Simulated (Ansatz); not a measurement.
## From formation energies to a reaction energy: Al3N

Level of theory: Ansatz, DFT PBE, scalar-relativistic, plane waves, PAW. All cells share a 420 eV cutoff and Γ-centred k meshes spaced at most about 0.3 Å⁻¹ (about 0.25 or finer for metals, 2π included). No spin polarisation.

The zero of energy is the elements' standard structures at the same level (N₂ as a molecule); no fitted shifts are applied.

Temperature and zero-point effects are left out.

A trial structure of Al3N (reached from: Nb3Au type (Cmmm); relaxed: space group Cmmm (No. 65), a = 2.800 Å, b = 5.774 Å, c = 7.217 Å) has a formation energy of -0.140 eV/atom. At its composition the lowest mixture among the elements and 1 reference phase computed alike (others may be missing) consists of these:

| phase | source | ΔE_f (eV/atom) |
| --- | --- | --- |
| Al (solid) | element | 0.000 |
| AlN (P6_3mc) | Materials Project | -1.368 |

Task: Write the balanced decomposition and find its energy per atom, per formula unit and per mole of formula units.

Result: Balancing Al and N gives Al3N → 2 Al + AlN. The left side holds 4 atoms, and the products take 2/4 (Al) and 2/4 (AlN) of them. The mixture therefore lies at 2/4 × (0.000) + 2/4 × (-1.368) = -0.684 eV/atom. The reaction energy is -0.684 − (-0.140) = -0.544 eV/atom. Times 4 atoms that is -2.176 eV per Al3N, and times 96.485 it is -210 kJ per mole of Al3N. Decomposition is downhill, so the trial structure is unstable against this mixture.
